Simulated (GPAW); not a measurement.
Crystal: Pb.

```
Pb
1.0
     0.00000    2.47502    2.47502
     2.47502    0.00000    2.47502
     2.47502    2.47502    0.00000
Pb
1
Direct
  0.00000 0.00000 0.00000
```

```yaml
Program: GPAW 26.7.0
Task: relaxation of cell and atoms
Functional: revPBE
Potentials_or_basis: the program's PAW data sets (release 1.2.1) made for this functional
Cutoff: 600 eV
Basis: pw
k_mesh: 9 × 9 × 9
Occupations: fermi-dirac, width 0.05 eV
Spin: no spin polarisation
```

At the start: pressure 3.2 GPa; volume 30.32 Å³/atom.

Task: How do energy, volume and symmetry change on relaxing?

Result: Over 4 steps the energy falls by 20.5 meV/atom and the volume is 32.56 Å³/atom (+7.4 %); space group Fm-3m (No. 225, to 0.05 Å).

The path:
```csv
step,energy change (eV),largest force (eV/Å),pressure (GPa),volume (Å³)
1,0.0000,0.0000,3.17,30.32
2,-0.0123,0.0000,1.89,31.11
3,-0.0204,0.0000,0.20,32.40
4,-0.0205,0.0000,0.01,32.56
```

Final structure:
```cif
data_structure
_symmetry_space_group_name_H-M 'P 1'
_symmetry_Int_Tables_number 1
_cell_length_a 3.5843
_cell_length_b 3.5843
_cell_length_c 3.5843
_cell_angle_alpha 60.000
_cell_angle_beta 60.000
_cell_angle_gamma 60.000
_cell_volume 32.56
loop_
_atom_site_label
_atom_site_type_symbol
_atom_site_fract_x
_atom_site_fract_y
_atom_site_fract_z
_atom_site_occupancy
Pb1 Pb 0.00000 0.00000 0.00000 1
```

The cell as given is a measured one (30.32 Å³/atom); revPBE puts the equilibrium volume +7.4 % from it, thermal expansion not counted.

Caveat: later steps reuse the first step's grids.
